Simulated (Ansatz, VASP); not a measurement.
Ru: VASP beside Ansatz

File INCAR:

```
SYSTEM = Ru
ALGO = Normal
EDIFF = 1E-7
ENCUT = 520
GGA = PE
ISIF = 2
ISMEAR = -1
LASPH = .TRUE.
LCHARG = .FALSE.
LREAL = .FALSE.
LWAVE = .FALSE.
NBANDS = 13
NELM = 60
PREC = Accurate
SIGMA = 0.1
```

The input KPOINTS:

```
k-points
0
G
  15 15 15
  0 0 0
```

File POSCAR:

```
Ru
1.0
    2.5121183175      0.0000000000      0.0000000000
    0.0000000000      2.5121183175      0.0000000000
    0.0000000000      0.0000000000      2.5121183175
Ru
1
Direct
    0.0000000000      0.0000000000      0.0000000000
```

Input for Ansatz:

```yaml
crystal:
  lattice:
    - [2.5121183175, 0.0, 0.0]
    - [0.0, 2.5121183175, 0.0]
    - [0.0, 0.0, 2.5121183175]
  atoms:
    - { symbol: Ru, position: [0.0, 0.0, 0.0] }
kpoints:
  mp_grid: { grid: [15, 15, 15] }
  band_path:
    path:
      - [0.0, 0.0, 0.0]
      - [0.0, 0.5, 0.0]
      - [0.5, 0.5, 0.0]
      - [0.0, 0.0, 0.0]
      - [0.5, 0.5, 0.5]
      - [0.0, 0.5, 0.0]
      - [0.5, 0.5, 0.5]
      - [0.5, 0.5, 0.0]
    npoints: 8
scf:
  occupations: { method: fermi_dirac, width: 0.1 }
hamiltonian:
  xc: pbe
  pseudopotentials: { kind: paw }
output:
  forces: true
  stress: true
  eigenvalues: true
  populations: true
  dos: { projected: true, de: 0.2, e_range: [-14, 8] }
```

Change from the starting cell: volume scaled by 1, PAW files.

Alike in both runs: task single point; functional PBE; k mesh 15 × 15 × 15; occupations fermi-dirac, width 0.1 eV; no spin polarisation.

```csv
,VASP,Ansatz
version,VASP 6.6.1,Ansatz 0.2.0
potentials or method,"VASP PAW PBE potentials, release 64 (Ru_pv)","PAW with Ansatz's default frozen-core files, scalar-relativistic"
plane-wave cutoff (eV),520,420
valence electrons in the cell,14,16
```

Ansatz gave:

| Quantity | Value |
| --- | --- |
| pressure (GPa) | 0.0 |

Estimate VASP's values.

pressure (GPa): 0.1.

The two sets of potentials don't hold the same shells in valence.
